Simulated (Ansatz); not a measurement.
Space group Fm-3m (No. 225). a = 4.320 Å, b = 4.320 Å, c = 4.320 Å, α = 90.00°, β = 90.00°, γ = 90.00°
```tsv
atom	site	symmetry	x	y	z
Li	4a	m-3m	0.0000	0.0000	0.0000
```

Equation of state of this Li structure (not necessarily the ground state), with shape and atoms relaxed at each volume where symmetry leaves them free. It has no gap at any of these volumes. Theory: Ansatz, DFT PBE, scalar-relativistic, plane waves, PAW.

Settings: cutoff 420 eV, Γ-centred mesh 16×16×16 on the computed 1-atom cell, Gaussian smearing of 0.10 eV; no spin polarisation.

| V (Å³/atom) | E − E(largest V) (meV/atom) | P (GPa) |
| --- | --- | --- |
| 17.733 | 8.32 | 2.23 |
| 18.338 | 1.19 | 1.57 |
| 18.942 | -3.60 | 0.99 |
| 19.547 | -6.33 | 0.48 |
| 20.151 | -7.27 | 0.03 |
| 20.756 | -6.62 | -0.36 |
| 21.360 | -4.59 | -0.71 |
| 22.166 | 0.00 | -1.10 |

Task: Fit a third-order Birch–Murnaghan equation to E(V).

Result: V0 = 20.19 Å³/atom, B0 = 14 GPa, B0' = 3.3.

This fcc form isn't the element's structure at ambient conditions.